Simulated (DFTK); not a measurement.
The system is Te.

```xyz
1
Lattice="2.3059 1.3313 1.6910 -2.3059 1.3313 1.6910 0.0000 -2.6626 1.6910" Properties=species:S:1:pos:R:3 pbc="T T T"
Te    0.0000    0.0000    2.5364
```

This isn't the form of Te at room conditions, which is trigonal, of chains.

- Program: DFTK 0.8.2
- Task: single point
- Functional: PBE
- Potentials or basis: dojo.nc.sr.pbe.v0_4_1.standard.upf (PBE)
- Cutoff: 1088 eV
- k mesh: 9 × 9 × 9
- Occupations: fermi-dirac, width 0.05 eV
- Spin: no spin polarisation

On this cell: pressure 2.7 GPa; band gap on the k mesh none (metal or under the smearing width).

The same run follows on a disturbed copy (cell strained at random at fixed volume):

```
Te
1.0
     2.28571    1.30841    1.72314
    -2.26423    1.29574    1.70383
    -0.00024   -2.65977    1.75728
Te
1
Direct
  0.50143 0.49386 0.50316
```

What changes?

The energy (extrapolated to zero smearing) moves by +0.3 meV/atom; pressure 3.0 GPa; band gap on the k mesh none (metal or under the smearing width).

Stress tensor (GPa, compression positive):
```
 3.18 -0.16 -0.20
-0.16  2.89  0.32
-0.20  0.32  2.98
```
